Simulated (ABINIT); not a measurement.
# Mo (Im-3m) in ABINIT: settings compared

One crystal, Mo, is run at these levels: PBE+D4, LDA-PZ, BP86, PBE, HCTH407; tasks: equation of state, band structure.

All numbers are computed with ABINIT 10.8.3 (patched build); they aren't measurements. Logs are shortened: lines on timing, memory, paths and dates and some standing lists are left out, and cuts for length are marked. The log counts tension as positive stress, the text compression.

## (1) The crystal as given

Symmetry: Im-3m, No. 229, cubic system. Conventional cell: a = 3.168 Å, b = 3.168 Å, c = 3.168 Å, α = 90.00°, β = 90.00°, γ = 90.00°. Mo (site symmetry m-3m) has 8 Mo at 2.74 Å as nearest neighbours.

## (2) Equation of state, PBE+D4

Input file run.py:

```python
import json, os
import numpy as np
from ase.eos import EquationOfState
from ase.units import GPa
from ase.calculators.mixing import SumCalculator
from dftd4.ase import DFTD4
from ase.calculators.abinit import Abinit, AbinitProfile
from ase import Atoms

atoms = Atoms(['Mo'],
              cell=[[-1.5838089719, 1.5838089719, 1.5838089719], [1.5838089719, -1.5838089719, 1.5838089719], [1.5838089719, 1.5838089719, -1.5838089719]],
              scaled_positions=[[0.0, 0.0, 0.0]],
              pbc=True)

profile = AbinitProfile(command='abinit', pp_paths=[os.path.abspath('pseudos')])
params = dict(
    pps='pawxml', xc='PBE',
    ecut=408.1708,
    pawecutdg=816.3416,
    kptopt=1,
    ngkpt=[12, 12, 12],
    nshiftk=1,
    shiftk=[0.0, 0.0, 0.0],
    ixc=11,
    nband=11,
    occopt=3,
    tsmear=0.05,
    nstep=100,
    tolvrs=1e-09,
    prtwf=0,
    prtden=0,
)

cell0 = atoms.cell.copy()
volumes, energies = [], []
for i, x in enumerate([0.94, 0.96, 0.98, 1.0, 1.02, 1.04, 1.06]):
    atoms.set_cell(cell0 * x ** (1 / 3), scale_atoms=True)
    atoms.calc = SumCalculator([Abinit(profile=profile, directory=f'v{i}', **params), DFTD4(method='pbe')])
    volumes.append(atoms.get_volume() / len(atoms))
    dft, disp = atoms.calc.mixer.calcs
    energies.append((dft.get_property('free_energy', atoms) + disp.get_property('energy', atoms)) / len(atoms))
    print(f'{x:5.2f} {volumes[-1]:10.5f} A^3/atom {energies[-1]:14.6f} eV/atom', flush=True)
    json.dump(dict(volumes=volumes, energies=energies), open('results.json', 'w'))
v0, e0, b0 = EquationOfState(volumes, energies, eos='birchmurnaghan').fit()
print(f'V0 {v0:.4f} A^3/atom  E0 {e0:.6f} eV/atom  B0 {b0 / GPa:.2f} GPa')
```

Potentials or basis: JTH PAW PBE v2.0.

The run is started by

```
$ python run.py
```

The program printed:

```text
0.94   14.93813 A^3/atom   -1873.981189 eV/atom
 0.96   15.25596 A^3/atom   -1873.994504 eV/atom
 0.98   15.57380 A^3/atom   -1873.995880 eV/atom
 1.00   15.89163 A^3/atom   -1873.986555 eV/atom
 1.02   16.20946 A^3/atom   -1873.967241 eV/atom
 1.04   16.52729 A^3/atom   -1873.939128 eV/atom
 1.06   16.84513 A^3/atom   -1873.903774 eV/atom
V0 15.4503 A^3/atom  E0 -1873.996761 eV/atom  B0 277.18 GPa
```

abinit.in:

```text
ecut 408.1708 eV
ixc 11
kptopt 1
natom 1
nband 11
ngkpt
12 12 12
nshiftk 1
nsppol 1
nstep 100
occopt 3
pawecutdg 816.3416 eV
prtden 0
prtwf 0
shiftk
0.0 0.0 0.0
tolvrs 1e-09
tsmear 0.05 eV
#Definition of the unit cell
acell
1.00000000000000 1.00000000000000 1.00000000000000 Angstrom
rprim
-1.61487193601659 1.61487193601659 1.61487193601659
1.61487193601659 -1.61487193601659 1.61487193601659
1.61487193601659 1.61487193601659 -1.61487193601659
chkprim 0 # Allow non-primitive cells
#Definition of the atom types
ntypat 1
znucl 42
#Enumerate different atomic species
typat
 1
pseudos "./pseudos/Mo.GGA_PBE-JTH.xml"
#Definition of the atoms
xcart
0.00000000000000 0.00000000000000 0.00000000000000
chkexit 1 # abinit.exit file in the running directory terminates after the current SCF
```

abinit.abo:

```text
.Version 10.8.3 of ABINIT
 Symmetries : space group Im -3 m (#229); Bravais cI (body-center cubic)
================================================================================
 Values of the parameters that define the memory need of the present run
     intxc =       0    ionmov =       0      iscf =      17    lmnmax =      18
     lnmax =       6     mgfft =      20  mpssoang =       3    mqgrid =    3001
     natom =       1  nloc_mem =       2    nspden =       1   nspinor =       1
    nsppol =       1      nsym =      48    n1xccc =       1    ntypat =       1
    occopt =       3   xclevel =       2
       mpw =         327          nfft =        8000          nkpt =          72
 PAW method is used; the additional fine FFT grid is defined by:
   mgfftf=        30    nfftf =     27000
================================================================================
================================================================================

--------------------------------------------------------------------------------
------------- Echo of variables that govern the present computation ------------
--------------------------------------------------------------------------------
 -outvars: echo values of preprocessed input variables --------
            acell      1.8897261259E+00  1.8897261259E+00  1.8897261259E+00 Bohr
              amu      9.59400000E+01
          chkexit           1
          chkprim           0
             ecut      1.50000002E+01 Hartree
                       outvar_i_n : Printing only first  50 k-points.
              ixc          11
                       outvar_i_n : Printing only first  50 k-points.
         kptrlatt       12    0    0      0   12    0      0    0   12
          kptrlen      6.34276802E+01
            natom           1
            nband          11
            ngfft          20      20      20
          ngfftdg          30      30      30
             nkpt          72
            nstep         100
             nsym          48
           ntypat           1
                       prtocc : prtvol=0, do not print more k-points.
           occopt           3
        pawecutdg      3.00000005E+01 Hartree
         pawxcdev           0
           prtden           0
            prtwf           0
            rprim     -1.6148719360E+00  1.6148719360E+00  1.6148719360E+00
                       1.6148719360E+00 -1.6148719360E+00  1.6148719360E+00
                       1.6148719360E+00  1.6148719360E+00 -1.6148719360E+00
          spgroup         229
           tolvrs      1.00000000E-09
           tsmear      1.83746611E-03 Hartree
            typat      1
           useylm           1
                       outvars : Printing only first  50 k-points.
            znucl       42.00000

================================================================================

 chkinp: Checking input parameters for consistency.

================================================================================
== DATASET  1 ==================================================================

--- !DatasetInfo
iteration_state: {dtset: 1, }
dimensions: {natom: 1, nkpt: 72, mband: 11, nsppol: 1, nspinor: 1, nspden: 1, mpw: 327, }
cutoff_energies: {ecut:  15.0, pawecutdg:  30.0, }
electrons: {nelect:   1.40000000E+01, charge:   0.00000000E+00, occopt:   3.00000000E+00, tsmear:   1.83746611E-03, }
meta: {optdriver: 0, ionmov: 0, optcell: 0, iscf: 17, paral_kgb: 0, }
...

 Exchange-correlation functional for the present dataset will be:
  GGA: Perdew-Burke-Ernzerhof functional - ixc=11
  J.P.Perdew, K.Burke, M.Ernzerhof, PRL 77, 3865 (1996)

 Real(R)+Recip(G) space primitive vectors, cartesian coordinates (Bohr,Bohr^-1):
 R(1)= -3.0516657  3.0516657  3.0516657  G(1)=  0.0000000  0.1638449  0.1638449
 R(2)=  3.0516657 -3.0516657  3.0516657  G(2)=  0.1638449  0.0000000  0.1638449
 R(3)=  3.0516657  3.0516657 -3.0516657  G(3)=  0.1638449  0.1638449  0.0000000
[... 58 lines left out ...]
comment   : Summary of ground state results
lattice_vectors:
- [ -3.0516657,   3.0516657,   3.0516657, ]
- [  3.0516657,  -3.0516657,   3.0516657, ]
- [  3.0516657,   3.0516657,  -3.0516657, ]
lattice_lengths: [   5.28564,    5.28564,    5.28564, ]
lattice_angles: [109.471, 109.471, 109.471, ] # degrees, (23, 13, 12)
lattice_volume:   1.1367654E+02
convergence: {deltae: -3.420E-09, res2:  8.215E-10, residm:  7.902E-04, diffor: null, }
etotal    :  -6.88438355E+01
entropy   :   0.00000000E+00
fermie    :   4.56872169E-01
cartesian_stress_tensor: # hartree/bohr^3
- [  5.00634170E-04,   0.00000000E+00,   0.00000000E+00, ]
- [  0.00000000E+00,   5.00634170E-04,   0.00000000E+00, ]
- [  0.00000000E+00,   0.00000000E+00,   5.00634170E-04, ]
pressure_GPa:  -1.4729E+01
xred      :
- [  0.0000E+00,   0.0000E+00,   0.0000E+00, Mo]
cartesian_forces: # hartree/bohr
- [ -0.00000000E+00,  -0.00000000E+00,  -0.00000000E+00, ]
force_length_stats: {min:   0.00000000E+00, max:   0.00000000E+00, mean:   0.00000000E+00, }
...

 Integrated electronic density in atomic spheres:
 ------------------------------------------------
 Atom  Sphere_radius  Integrated_density
    1        2.20740         11.21207752

================================================================================

 ----iterations are completed or convergence reached----

 Mean square residual over all n,k,spin=   24.237E-07; max=  79.017E-05
 reduced coordinates (array xred) for    1 atoms
       0.000000000000      0.000000000000      0.000000000000
 rms dE/dt=  0.0000E+00; max dE/dt=  0.0000E+00; dE/dt below (all hartree)
    1       0.000000000000      0.000000000000      0.000000000000

 cartesian coordinates (angstrom) at end:
    1      0.00000000000000     0.00000000000000     0.00000000000000

 cartesian forces (hartree/bohr) at end:
    1     -0.00000000000000    -0.00000000000000    -0.00000000000000
 frms,max,avg= 0.0000000E+00 0.0000000E+00   0.000E+00  0.000E+00  0.000E+00 h/b

 cartesian forces (eV/Angstrom) at end:
    1     -0.00000000000000    -0.00000000000000    -0.00000000000000
 frms,max,avg= 0.0000000E+00 0.0000000E+00   0.000E+00  0.000E+00  0.000E+00 e/A
 length scales=  1.889726125908  1.889726125908  1.889726125908 bohr
              =  1.000000000000  1.000000000000  1.000000000000 angstroms
 Fermi (or HOMO) energy (hartree) =   0.45687   Average Vxc (hartree)=  -0.45340
 Eigenvalues (hartree) for nkpt=  72  k points:
 kpt#   1, nband= 11, wtk=  0.00058, kpt=  0.0000  0.0000  0.0000 (reduced coord)
  -1.79457   -0.81740   -0.81740   -0.81740    0.20147    0.41301    0.41301    0.41301
   0.51418    0.51418    1.00322
      occupation numbers for kpt#   1
   2.00000    2.00000    2.00000    2.00000    2.00000    2.00000    2.00000    2.00000
   0.00000    0.00000    0.00000
 prteigrs : prtvol=0 or 1, do not print more k-points.

--- !EnergyTerms
iteration_state     : {dtset: 1, }
comment             : Components of total free energy in Hartree
kinetic             :  9.53989879811159E+00
hartree             :  1.07846232120216E+01
xc                  : -3.81591655483164E+00
Ewald energy        : -5.84344608117358E+01
psp_core            :  3.41231306218614E+00
local_psp           : -3.88362736869255E+01
PAW spherical_terms :  8.50607302396341E+00
internal            : -6.88437429572101E+01
'-kT*entropy'       : -1.01448504977812E-04
total_energy        : -6.88438444057151E+01
total_energy_eV     : -1.87333644078213E+03
...

--- !EnergyTermsDC
iteration_state     : {dtset: 1, }
comment             : '"Double-counting" decomposition of free energy'
band_energy         : -6.42789633260671E+00
Ewald energy        : -5.84344608117358E+01
psp_core            :  3.41231306218614E+00
xc_dc               : -9.62364156032931E+00
PAW spherical_terms :  2.22995159989765E+00
internal            : -6.88437340425881E+01
'-kT*entropy'       : -1.01448504977812E-04
total_energy_dc     : -6.88438354910930E+01
total_energy_dc_eV  : -1.87333619820291E+03
...

--- !EnergyTermsWithPAWCore
iteration_state     : {dtset: 1, }
comment             : 'Components of total free energy, including PAW core contributions'
Total energy        : -4.04901885689033E+03
Total energy DC     : -4.04901884797571E+03
Total energy (eV)   : -1.10179416032103E+05
Total energy DC (eV): -1.10179415789524E+05
...

 Cartesian components of stress tensor (hartree/bohr^3)
  sigma(1 1)=  5.00634170E-04  sigma(3 2)=  0.00000000E+00
  sigma(2 2)=  5.00634170E-04  sigma(3 1)=  0.00000000E+00
  sigma(3 3)=  5.00634170E-04  sigma(2 1)=  0.00000000E+00

-Cartesian components of stress tensor (GPa)         [Pressure= -1.4729E+01 GPa]
- sigma(1 1)=  1.47291658E+01  sigma(3 2)=  0.00000000E+00
- sigma(2 2)=  1.47291658E+01  sigma(3 1)=  0.00000000E+00
- sigma(3 3)=  1.47291658E+01  sigma(2 1)=  0.00000000E+00

== END DATASET(S) ==============================================================
================================================================================

 -outvars: echo values of variables after computation  --------
            acell      1.8897261259E+00  1.8897261259E+00  1.8897261259E+00 Bohr
           etotal     -6.8843835491E+01
            fcart     -0.0000000000E+00 -0.0000000000E+00 -0.0000000000E+00
            rprim     -1.6148719360E+00  1.6148719360E+00  1.6148719360E+00
                       1.6148719360E+00 -1.6148719360E+00  1.6148719360E+00
                       1.6148719360E+00  1.6148719360E+00 -1.6148719360E+00
           strten      5.0063417007E-04  5.0063417007E-04  5.0063417007E-04
                       0.0000000000E+00  0.0000000000E+00  0.0000000000E+00
 Calculation completed.
```

It took 55 s on 1 thread of Arm Neoverse V1, shared host; peak memory 0.11 GiB.

Results:

| Item | Value |
| --- | --- |
| Equilibrium volume | 15.45 Å³/atom |
| Bulk modulus | 277 GPa |
| Pressure derivative of the bulk modulus | 4.5 (rough: it moves with the points fitted) |

Energy against volume, from the lowest point:
```
volume (Å³/atom)  energy (meV/atom)
          14.938              14.69
          15.256               1.38
          15.574               0.00
          15.892               9.33
          16.209              28.64
          16.527              56.75
          16.845              92.11
```

Caveat: pressures at fixed basis lie under the slope of the energies; the log and the count of SCF iterations are those of the last ABINIT call alone.

## (3) Band structure, LDA-PZ, spin-orbit coupling, no magnetisation

Input file run.abi:

```
# Datasets: ground state, then fixed potential
ndtset 2

# Pseudopotentials
pp_dirpath "./"
pseudos "Mo.LDA_PW-JTH.xml"

# Structure
acell 3*1.0 Angstrom
rprim
    -1.5838089719     1.5838089719     1.5838089719
     1.5838089719    -1.5838089719     1.5838089719
     1.5838089719     1.5838089719    -1.5838089719
ntypat 1
znucl 42
natom 1
typat 1
xred
     0.0000000000     0.0000000000     0.0000000000

# Plane-wave basis
ecut 15.0
pawecutdg 30.0

# Exchange and correlation
ixc 2

# Bands and occupations
occopt 3
tsmear 0.00183747

# Spin
nspinor 2
nspden 1
pawspnorb 1

# SCF cycle
nstep 100

# Output
iomode 3
prtwf 0
prteig 0
prtebands 0
prtden1 1

# Dataset 1
kptopt1 4
ngkpt1 12 12 12
nshiftk1 1
shiftk1 0.0 0.0 0.0
nband1 22
tolvrs1 1.0e-9

# Dataset 2: bands along G-H-N-G-P-H
iscf2 -2
getden2 1
nband2 30
nbdbuf2 2
tolwfr2 1.0e-12
kptopt2 -5
ndivsm2 8
prteig2 1
prtvol2 -3
kptbounds2
     0.0000000000     0.0000000000     0.0000000000
     0.5000000000    -0.5000000000     0.5000000000
     0.0000000000     0.0000000000     0.5000000000
     0.0000000000     0.0000000000     0.0000000000
     0.2500000000     0.2500000000     0.2500000000
     0.5000000000    -0.5000000000     0.5000000000
```

Potentials or basis: JTH PAW LDA v2.0.

The run is started by

```
$ abinit run.abi > log 2>&1
```

run.abo:

```text
.Version 10.8.3 of ABINIT
 DATASET    1 : space group I4 3 2 (#211); Bravais cI (body-center cubic)
================================================================================
 Values of the parameters that define the memory need for DATASET  1.
     intxc =       0    ionmov =       0      iscf =      17    lmnmax =      18
     lnmax =       6     mgfft =      20  mpssoang =       3    mqgrid =    3001
     natom =       1  nloc_mem =       2    nspden =       1   nspinor =       2
    nsppol =       1      nsym =      24    n1xccc =       1    ntypat =       1
    occopt =       3   xclevel =       1
       mpw =         321          nfft =        8000          nkpt =          88
 PAW method is used; the additional fine FFT grid is defined by:
   mgfftf=        27    nfftf =     19683
================================================================================
================================================================================

 DATASET    2 : space group I4 3 2 (#211); Bravais cI (body-center cubic)
================================================================================
 Values of the parameters that define the memory need for DATASET  2.
     intxc =       0    ionmov =       0      iscf =      -2    lmnmax =      18
     lnmax =       6     mgfft =      20  mpssoang =       3    mqgrid =    3001
     natom =       1  nloc_mem =       2    nspden =       1   nspinor =       2
    nsppol =       1      nsym =      24    n1xccc =       1    ntypat =       1
    occopt =       3   xclevel =       1
       mpw =         321          nfft =        8000          nkpt =          48
[... 837 lines left out ...]
   0.51581    0.51581    0.55959    0.55959    1.06536    1.06536    1.08193    1.08193
   1.08226    1.08226    1.27008    1.27008    1.49898    1.51395
 kpt#   4, nband= 30, wtk=  1.00000, kpt=  0.1364 -0.1364  0.1364 (reduced coord)
  -1.75494   -1.75494   -0.84871   -0.84871   -0.75749   -0.75749   -0.75336   -0.75336
[... 209 lines left out ...]
  -1.74323   -1.74323   -0.87061   -0.87061   -0.78428   -0.78428   -0.77952   -0.77952
   0.30934    0.30934    0.30976    0.30976    0.54564    0.54564    0.61330    0.61330
   0.61545    0.61545    0.82857    0.82857    0.84921    0.84921    0.85797    0.85797
   1.22628    1.22628    1.22694    1.22694    1.25078    1.25078
 kpt#  47, nband= 30, wtk=  1.00000, kpt=  0.4750 -0.4250  0.4750 (reduced coord)
  -1.74256   -1.74256   -0.87156   -0.87156   -0.78379   -0.78379   -0.78255   -0.78255
   0.29735    0.29735    0.29746    0.29746    0.60443    0.60443    0.62585    0.62585
   0.63057    0.63057    0.80770    0.80770    0.83349    0.83349    0.83884    0.83884
   1.20320    1.20320    1.24058    1.24058    1.24076    1.24076
 kpt#  48, nband= 30, wtk=  1.00000, kpt=  0.5000 -0.5000  0.5000 (reduced coord)
  -1.74232   -1.74232   -0.87193   -0.87193   -0.78360   -0.78360   -0.78360   -0.78360
   0.29323    0.29323    0.29323    0.29323    0.63085    0.63085    0.63085    0.63085
   0.63854    0.63854    0.79680    0.79680    0.82709    0.82709    0.82709    0.82709
   1.18571    1.18571    1.24625    1.24625    1.24625    1.24625

== END DATASET(S) ==============================================================
================================================================================

 -outvars: echo values of variables after computation  --------
            acell      1.8897261259E+00  1.8897261259E+00  1.8897261259E+00 Bohr
           etotal1    -6.9058085959E+01
            fcart1    -0.0000000000E+00 -0.0000000000E+00 -0.0000000000E+00
            rprim     -1.5838089719E+00  1.5838089719E+00  1.5838089719E+00
                       1.5838089719E+00 -1.5838089719E+00  1.5838089719E+00
                       1.5838089719E+00  1.5838089719E+00 -1.5838089719E+00
           strten1     4.6464963226E-04  4.6464963226E-04  4.6464963226E-04
                       0.0000000000E+00  0.0000000000E+00  0.0000000000E+00
 Calculation completed.
```

Wall time 45 s (1 thread of Arm Neoverse V1, shared host); peak memory 0.11 GiB.

Results:

- Free energy: -1879.1663 eV
- Pressure: -13.7 GPa
- Band gap on the k mesh: none (metal or under the smearing width)
- Valence electrons inside the program's atomic spheres: Mo 11.30 (radii [1.1681] Å)

Levels at the corners of the path, in eV from the Fermi level:
```csv
point,band 10,band 11,band 12,band 13,band 14,band 15,band 16,band 17,band 18,band 19
Γ,-7.16,-1.34,-1.34,-1.34,-1.34,-1.20,-1.20,1.65,1.65,1.65
H,-5.28,-5.28,-5.28,3.91,3.91,3.91,3.91,4.12,4.12,8.43
N,-5.19,-3.28,-3.28,1.62,1.62,1.67,1.67,2.29,2.29,4.74
Γ,-7.16,-1.34,-1.34,-1.34,-1.34,-1.20,-1.20,1.65,1.65,1.65
P,-2.64,-2.47,-2.47,-2.47,-2.47,2.41,2.41,2.41,2.41,9.30
H,-5.28,-5.28,-5.28,3.91,3.91,3.91,3.91,4.12,4.12,8.43
```

(Part 1 of 2 ends here.)
